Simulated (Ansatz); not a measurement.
# BN: the cost of one run

Program: Ansatz 0.2.0. Level of theory: DFT PBEsol, scalar-relativistic. These are calculated values, not measurements.

### Step 1. The structure to begin with

It takes space group P6_3/mmc (No. 194, hexagonal). Conventional cell: a = 2.504 Å, b = 2.504 Å, c = 6.661 Å, α = 90.00°, β = 90.00°, γ = 120.00°. Around B (site symmetry -6m2) lie 3 N at 1.45 Å. Around N (site symmetry -6m2) lie 3 B at 1.45 Å.

As a file:

```
B N
1.0
     2.50399    0.00000    0.00000
    -1.25200    2.16852    0.00000
     0.00000    0.00000    6.66120
B N
2 2
Direct
  0.33333 0.66667 0.25000
  0.66667 0.33333 0.75000
  0.33333 0.66667 0.75000
  0.66667 0.33333 0.25000
```

Atoms are numbered in the order of the input: B1, B2, N3, N4.

### Step 2. After the deformation

Space group P6_3/mmc before, P6_3/mmc after.

### Step 3. Full-potential LAPW

The input, input.yaml:

```yaml
crystal:
  lattice:
    - [2.5039917043, 0.0, 0.0]
    - [-1.2519958522, 2.1685204268, 0.0]
    - [0.0, 0.0, 6.461364]
  atoms:
    - { symbol: B, position: [0.3333333333, 0.6666666667, 0.25] }
    - { symbol: B, position: [0.6666666667, 0.3333333333, 0.75] }
    - { symbol: "N", position: [0.3333333333, 0.6666666667, 0.75] }
    - { symbol: "N", position: [0.6666666667, 0.3333333333, 0.25] }
kpoints:
  mp_grid: { grid: [11, 11, 4] }
  band_path:
    path:
      - [0.0, 0.0, 0.0]
      - [0.5, 0.0, 0.0]
      - [0.3333333333, 0.3333333333, 0.0]
      - [0.0, 0.0, 0.0]
      - [0.0, 0.0, 0.5]
      - [0.5, 0.0, 0.5]
      - [0.3333333333, 0.3333333333, 0.5]
      - [0.0, 0.0, 0.5]
      - [0.5, 0.0, 0.5]
    npoints: 5
scf:
  occupations: { method: fermi_dirac, width: 0.02 }
hamiltonian:
  xc: pbesol
  pseudopotentials: { kind: all_electron, lapw: { basis_error: 0.001 } }
output:
  forces: true
  stress: true
  eigenvalues: true
```

On the command line:

```console
$ ansatz run input.yaml --threads 1 --pin off --max-ram 6144MiB --backend cpu --events-out ev --progress --plain --runs-dir out
```

**Question.** How long does this run take on 1 thread of Intel Xeon Platinum 8488C (Sapphire Rapids), shared host, and how much memory does it need?

About 14 s, with a peak of 0.41 GiB.
